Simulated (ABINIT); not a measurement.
The system is Zr.

```
CELL_PARAMETERS angstrom
3.23200 0.00000 0.00000
-1.61600 2.79899 0.00000
0.00000 0.00000 5.14700
ATOMIC_POSITIONS crystal
Zr 0.66667 0.33333 0.75000
Zr 0.33333 0.66667 0.25000
```

Program: ABINIT 10.8.3 (patched build). Alike in all runs: potentials or basis JTH PAW PBE v2.0; no spin polarisation; cell as given; k mesh 9 × 9 × 5; smearing fermi-dirac 0.05 eV.

Question: Order these runs on this cell by their pressure, lowest first.
A. level PBEsol; cutoff (eV) 544; fine-grid cutoff 1088.46 eV
B. level LDA; cutoff (eV) 544; fine-grid cutoff 1088.46 eV
C. level PBE; cutoff (eV) 463; fine-grid cutoff 925.187 eV
D. level BLYP; cutoff (eV) 544; fine-grid cutoff 1088.46 eV

Answer: B (-6.2 GPa), A (-3.4 GPa), C (0.4 GPa), D (3.4 GPa).

Caveats: the PAW data sets were made with another functional, which shifts forces and pressure a little (some runs).
